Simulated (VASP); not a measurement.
# NaI (Fm-3m) in VASP: further runs

The runs below take NaI through relaxation of the atoms, relaxation of cell and atoms, with PBEsol.

Everything below comes from runs of VASP 6.6.1. Logs are shortened: lines on timing, memory, paths and dates and some standing lists are left out, and cuts for length are marked.

## (1) Starting point

Symmetry: Fm-3m, No. 225, cubic system. Conventional cell: a = 6.473 Å, b = 6.473 Å, c = 6.473 Å, α = 90.00°, β = 90.00°, γ = 90.00°. Around Na (site symmetry m-3m) lie 6 I at 3.24 Å. I (site symmetry m-3m) has 6 Na at 3.24 Å as nearest neighbours.

## (2) Relaxation of the atoms, PBEsol (a relaxed cell with its volume scaled by 1.02)

Input file INCAR:

```
SYSTEM = NaI
  ALGO = Normal
  EDIFF = 1E-7
  EDIFFG = -0.01
  ENCUT = 600
  GGA = PS
  IBRION = 2
  ISIF = 2
  ISMEAR = 0
  LASPH = .TRUE.
  LCHARG = .FALSE.
  LREAL = .FALSE.
  LWAVE = .FALSE.
  NELM = 80
  NSW = 40
  PREC = Accurate
  SIGMA = 0.03
```

Input file KPOINTS:

```
k-points
0
G
  8 8 8
  0 0 0
```

Input file POSCAR:

```
NaI                                     
1.0
    0.0000000000      3.2257751479      3.2257751479
    3.2257751479      0.0000000000      3.2257751479
    3.2257751479      3.2257751479      0.0000000000
  Na              I             
     1     1
Direct
     1.0000000000000000    1.0000000000000000    0.0000000000000000
     0.5000000000000000    0.5000000000000000    0.5000000000000000
```

Potentials or basis: VASP PAW PBE potentials, release 64 (Na_pv, I).

Command:

```console
> cat potpaw_PBE.64/Na_pv/POTCAR potpaw_PBE.64/I/POTCAR > POTCAR
> mpirun -np 1 vasp_std > vasp.out
```

OUTCAR:

```text
SYSTEM = NaI
   EDIFF = 1E-7
   EDIFFG = -0.01
   ENCUT = 600
   GGA = PS
   IBRION = 2
   ISIF = 2
   ISMEAR = 0
   LASPH = .TRUE.
   LREAL = .FALSE.
   NELM = 80
   NSW = 40
   PREC = Accurate

 ion  position               nearest neighbor table
   1  0.000  0.000  0.000-
   2  0.500  0.500  0.500-

  LATTYP: Found a face centered cubic cell.
 ALAT       =     6.4515502958

  Lattice vectors:

 A1 = (   0.0000000000,   3.2257751479,   3.2257751479)
 A2 = (   3.2257751479,   0.0000000000,   3.2257751479)
 A3 = (   3.2257751479,   3.2257751479,   0.0000000000)

Analysis of symmetry for initial positions (statically):
=====================================================================
 Subroutine PRICEL returns:
 Original cell was already a primitive cell.

 Routine SETGRP: Setting up the symmetry group for a
 face centered cubic supercell.

 Subroutine GETGRP returns: Found 48 space group operations
 (whereof 48 operations were pure point group operations)
 out of a pool of 48 trial point group operations.

The static configuration has the point symmetry O_h .

Analysis of symmetry for dynamics (positions and initial velocities):
=====================================================================
 Subroutine PRICEL returns:
 Original cell was already a primitive cell.

 Routine SETGRP: Setting up the symmetry group for a
 face centered cubic supercell.

 Subroutine GETGRP returns: Found 48 space group operations
 (whereof 48 operations were pure point group operations)
 out of a pool of 48 trial point group operations.

The dynamic configuration has the point symmetry O_h .

 Subroutine INISYM returns: Found 48 space group operations
 (whereof 48 operations are pure point group operations),
 and found     1 'primitive' translations

----------------------------------------------------------------------------------------

                                     Primitive cell

  volume of cell :      67.1324

  direct lattice vectors                    reciprocal lattice vectors
     0.000000000  3.225775148  3.225775148    -0.155001504  0.155001504  0.155001504
     3.225775148  0.000000000  3.225775148     0.155001504 -0.155001504  0.155001504
     3.225775148  3.225775148  0.000000000     0.155001504  0.155001504 -0.155001504

  length of vectors
     4.561934963  4.561934963  4.561934963     0.268470480  0.268470480  0.268470480

  position of ions in fractional coordinates (direct lattice)
     0.000000000  0.000000000  0.000000000
     0.500000000  0.500000000  0.500000000

  ion indices of the primitive-cell ions
   primitive index   ion index
                 1           1
                 2           2

----------------------------------------------------------------------------------------

 KPOINTS: k-points

Automatic generation of k-mesh.
 Grid dimensions read from file:
 generate k-points for:    8    8    8

 Generating k-lattice:

  Cartesian coordinates                     Fractional coordinates (reciprocal lattice)
    -0.019375188  0.019375188  0.019375188     0.125000000  0.000000000  0.000000000
     0.019375188 -0.019375188  0.019375188     0.000000000  0.125000000  0.000000000
     0.019375188  0.019375188 -0.019375188     0.000000000  0.000000000  0.125000000

  Length of vectors
     0.033558810  0.033558810  0.033558810

  Shift w.r.t. Gamma in fractional coordinates (k-lattice)
     0.000000000  0.000000000  0.000000000

 Subroutine IBZKPT returns following result:
 ===========================================

 Found     29 irreducible k-points:

 Following reciprocal coordinates:
            Coordinates               Weight
  0.000000  0.000000  0.000000      1.000000
  0.125000  0.000000  0.000000      8.000000
  0.250000  0.000000  0.000000      8.000000
  0.375000  0.000000  0.000000      8.000000
  0.500000  0.000000  0.000000      4.000000
  0.125000  0.125000  0.000000      6.000000
[... 16 lines left out ...]
  0.500000  0.250000  0.125000     48.000000
 -0.375000  0.250000  0.125000     24.000000
 [... further k-points ...]
   k-points           NKPTS =     29   k-points in BZ     NKDIM =     29   number of bands    NBANDS=     11
   number of dos      NEDOS =    301   number of ions     NIONS =      2
   total plane-waves  NPLWV =  46656
   dimension x,y,z NGX =    36 NGY =   36 NGZ =   36
   dimension x,y,z NGXF=    72 NGYF=   72 NGZF=   72
   ions per type =               1   1
   NGX,Y,Z   is equivalent  to a cutoff of  13.12, 13.12, 13.12 a.u.
   NGXF,Y,Z  is equivalent  to a cutoff of  26.24, 26.24, 26.24 a.u.
 SYSTEM =  NaI
   PREC   = accura    normal or accurate (medium, high low for compatibility)
   ISTART =      0    job   : 0-new  1-cont  2-samecut
   ICHARG =      2    charge: 1-file 2-atom 10-const
   ISPIN  =      1    spin polarized calculation?
   LNONCOLLINEAR =      F non collinear calculations
   LSORBIT =      F    spin-orbit coupling
   LASPH  =      T    aspherical Exc in radial PAW
   ENCUT  =  600.0 eV  44.10 Ry    6.64 a.u.   9.11  9.11  9.11*2*pi/ulx,y,z
   NELM   =     80;   NELMIN=  2; NELMDL= -5     # of ELM steps
   EDIFF  = 0.1E-06   stopping-criterion for ELM
   LREAL  =      F    real-space projection
   EDIFFG = -.1E-01   stopping-criterion for IOM
   NSW    =     40    number of steps for IOM
   IBRION =      2    ionic relax: 0-MD 1-quasi-New 2-CG
   NFREE  =      1    steps in history (QN), initial steepest desc. (CG)
   ISIF   =      2    stress and relaxation
   ISYM   =      2    0-nonsym 1-usesym 2-fastsym
   POTIM  = 0.5000    time-step for ionic-motion
   TEBEG  =    0.0;   TEEND  =   0.0 temperature during run
   PSTRESS=    0.0 pullay stress
   NELECT =      14.0000    total number of electrons
   NUPDOWN=      -1.0000    fix difference up-down
   EMIN   =  10.00;   EMAX   =-10.00  energy-range for DOS
   EFERMI =   0.00;   METHOD = LEGACY
   ISMEAR =     0;   SIGMA  =   0.03  broadening in eV -4-tet -1-fermi 0-gaus
   EFERMI_NEDOS =   21; number of points for ismear=-14 and -15
   IALGO  =     38    algorithm
   IMIX   =      4    mixing-type and parameters
     AMIX     =   0.40;   BMIX     =  1.00
     AMIX_MAG =   1.60;   BMIX_MAG =  1.00
  volume/ion in A,a.u.               =      33.57       226.52
  Fermi-wavevector in a.u.,A,eV,Ry     =   0.970823  1.834590 12.823456  0.942497
  Thomas-Fermi vector in A             =   2.100990
   LORBIT       =      0    0 simple, 1 ext, 2 COOP (PROOUT), +10 PAW based schemes
   GGA     = PS    functional components
   LHFCALC =     F    Hartree Fock is set to
   AEXX    =    0.0000 exact exchange contribution
   IVDW    =     0    specifies the selected vdW correction
   LEPSILON=     F    determine dielectric tensor
   LRPA    =     F    only Hartree local field effects (RPA)
 conjugate gradient relaxation of ions
 non-spin polarized calculation
 Gauss-broadening in eV      SIGMA  =   0.03
  energy-cutoff  :      600.00
  volume of cell :       67.13
 maximum number of plane-waves:      2272
   NGX = 19   NGY = 19   NGZ = 19

 number of electron      13.9999995 magnetization

 Free energy of the ion-electron system (eV)
  ---------------------------------------------------
  ext. energy  EPLUGINS =         0.00000000
  ---------------------------------------------------
  free energy    TOTEN  =        -5.66860024 eV

  energy without entropy =       -5.66860024  energy(sigma->0) =       -5.66860024

 E-fermi :   0.9577     XC(G=0):  -7.8852

 val. band max:        0.7860969431   @ k =   0.0000   0.0000   0.0000
 cond. band min:       4.3170048505   @ k =   0.0000   0.0000   0.0000
 fundamental gap:      3.5309079074
 Fermi energy:         0.9577239486

 k-point     1 :       0.0000    0.0000    0.0000
  band No.  band energies     occupation
      1     -21.4480      2.00000
      2     -21.4480      2.00000
      3     -21.4480      2.00000
      4     -10.2964      2.00000
      5       0.7861      2.00000
      6       0.7861      2.00000
      7       0.7861      2.00000
      8       4.3170      0.00000
      9       8.6317      0.00000
     10       8.6317      0.00000
     11       8.6317      0.00000

 k-point     2 :       0.1250    0.0000    0.0000
  band No.  band energies     occupation
      1     -21.4488      2.00000
      2     -21.4480      2.00000
      3     -21.4480      2.00000
      4     -10.2519      2.00000
      5       0.3043      2.00000
      6       0.7398      2.00000
      7       0.7398      2.00000
      8       4.8509      0.00000
      9       8.2477      0.00000
     10       8.7864      0.00000
     11       8.7864      0.00000

 k-point     3 :       0.2500    0.0000    0.0000
  band No.  band energies     occupation
      1     -21.4509      2.00000
      2     -21.4482      2.00000
      3     -21.4482      2.00000
      4     -10.1401      2.00000
      5      -0.5533      2.00000
      6       0.6334      2.00000
      7       0.6334      2.00000
      8       5.6080      0.00000
      9       8.2054      0.00000
     10       8.6868      0.00000
     11       8.6868      0.00000
[... 267 lines left out ...]
 k-point    23 :       0.5000    0.2500    0.1250
  band No.  band energies     occupation
      1     -21.4523      2.00000
      2     -21.4497      2.00000
      3     -21.4487      2.00000
      4      -9.9667      2.00000
      5      -1.0454      2.00000
      6      -0.0819      2.00000
      7       0.3513      2.00000
      8       6.7284      0.00000
      9       7.3112      0.00000
     10       8.0916      0.00000
     11       9.2345      0.00000

 k-point    24 :      -0.3750    0.2500    0.1250
  band No.  band energies     occupation
      1     -21.4528      2.00000
      2     -21.4497      2.00000
      3     -21.4489      2.00000
      4      -9.9268      2.00000
      5      -1.1861      2.00000
      6      -0.1631      2.00000
      7       0.2823      2.00000
      8       6.8027      0.00000
      9       7.0477      0.00000
     10       8.9901      0.00000
     11       9.0027      0.00000

 [... further k-points ...]

------------------------ aborting loop because EDIFF is reached ----------------------------------------

  FORCE on cell =-STRESS in cart. coord.  units (eV):
  Direction    XX          YY          ZZ          XY          YZ          ZX
  --------------------------------------------------------------------------------------
  -------------------------------------------------------------------------------------
  Total       -0.1414014     -0.1414014     -0.1414014     -0.0000000      0.0000000     -0.0000000
  in kB       -3.3746750     -3.3746750     -3.3746750     -0.0000000      0.0000000     -0.0000000
  external PRESSURE =      -3.3746750 kB  Pullay stress =       0.0000000 kB

 VOLUME and BASIS-vectors are now :
 -----------------------------------------------------------------------------
  energy-cutoff  :      600.00
  volume of cell :       67.13
      direct lattice vectors                 reciprocal lattice vectors
     0.000000000  3.225775148  3.225775148    -0.155001504  0.155001504  0.155001504
     3.225775148  0.000000000  3.225775148     0.155001504 -0.155001504  0.155001504
     3.225775148  3.225775148  0.000000000     0.155001504  0.155001504 -0.155001504

 POSITION                                       TOTAL-FORCE (eV/Angst)
 -----------------------------------------------------------------------------------
      0.00000      0.00000      0.00000         0.000000      0.000000      0.000000
      3.22578      3.22578      3.22578        -0.000000      0.000000     -0.000000
 -----------------------------------------------------------------------------------
    total drift:                                0.000000      0.000000      0.000000

  FREE ENERGIE OF THE ION-ELECTRON SYSTEM (eV)
  ---------------------------------------------------
  free  energy   TOTEN  =        -5.6686002432 eV

  energy  without entropy=       -5.6686002432  energy(sigma->0) =       -5.66860024

 reached required accuracy - stopping structural energy minimisation
```

Wall time 12 s (1 thread of AMD EPYC 9R45 (Zen 5), shared host); peak memory 0.18 GiB.

What came out:

```
Free energy             : -5.6686 eV
Pressure after relaxing : -0.3 GPa
Band gap on the k mesh  : 3.53 eV, direct
```

Final structure:
```yaml
crystal:
  lattice:
    - [0.00000, 3.22578, 3.22578]
    - [3.22578, 0.00000, 3.22578]
    - [3.22578, 3.22578, 0.00000]
  atoms:
    - { symbol: Na, position: [0.00000, 0.00000, 0.00000] }
    - { symbol: I, position: [0.50000, 0.50000, 0.50000] }
```

Caveat: the relaxation stopped at its first step, so nothing moved; the PAW data sets were made with another functional, which shifts forces and pressure a little; spin-orbit coupling is left out, which moves the levels of the heavy elements.

(Part 1 of 3 ends here.)
